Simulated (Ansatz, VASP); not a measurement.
Given: the input of a run of Ansatz 0.2.0 on TePb.

input.yaml

```yaml
crystal:
  lattice:
    - [0.0, 3.231, 3.231]
    - [3.231, 0.0, 3.231]
    - [3.231, 3.231, 0.0]
  atoms:
    - { symbol: Pb, position: [0.0, 0.0, 0.0] }
    - { symbol: Te, position: [0.5, 0.5, 0.5] }
hamiltonian:
  xc: pbe
  pseudopotentials: { kind: paw }
kpoints:
  mp_grid: { grid: [7, 7, 7] }
scf:
  occupations: { method: gaussian, width: 0.02 }
output:
  forces: true
  stress: true
  eigenvalues: true
```

Potentials or basis: Ansatz PAW.

Run with:

```console
$ ansatz run input.yaml --threads 2 --pin off --max-ram 5632MiB --backend cpu --events-out ev --progress --plain --runs-dir out
```

Translate it to VASP 6.6.1. Potentials there: VASP PAW PBE potentials, release 64 (Pb_d, Te).

As run (the cutoff follows the program's own potentials):

The input INCAR:

```
ALGO = Normal ; EDIFF = 1E-7
ENCUT = 520 ; GGA = PE
ISIF = 2 ; ISMEAR = 0
LASPH = T ; LCHARG = F
LREAL = F ; LWAVE = F
NBANDS = 17 ; NELM = 100
PREC = Accurate ; SIGMA = 0.02
```

KPOINTS

```
k-points
0
Gamma
  7 7 7
```

POSCAR

```
TePb
1.0
    0.0000000000      3.2310000000      3.2310000000
    3.2310000000      0.0000000000      3.2310000000
    3.2310000000      3.2310000000      0.0000000000
Pb Te
1 1
Cartesian
    0.0000000000      0.0000000000      0.0000000000
    3.2310000000      3.2310000000      3.2310000000
```

Potentials or basis: VASP PAW PBE potentials, release 64 (Pb_d, Te).

Command:

```bash
$ cat potpaw_PBE.64/Pb_d/POTCAR potpaw_PBE.64/Te/POTCAR > POTCAR
$ mpirun -np 1 vasp_std > vasp.out
```

Both were run:

|  | VASP | Ansatz | Ansatz less VASP |
| --- | --- | --- | --- |
| gap on the k mesh at the Fermi level (eV) | 1.01 | 1.01 | -0.003 |
| least direct gap on the mesh (eV) | 1.01 | 1.01 | -0.003 |
| pressure (GPa) | 2.1 | 2.1 | +0.04 |

With one functional, cell and mesh, what is left measures potentials, basis and numerics. The two sets of potentials don't hold the same shells in valence.

The runs have no spin-orbit coupling, so splittings on Pb, Te are missing.
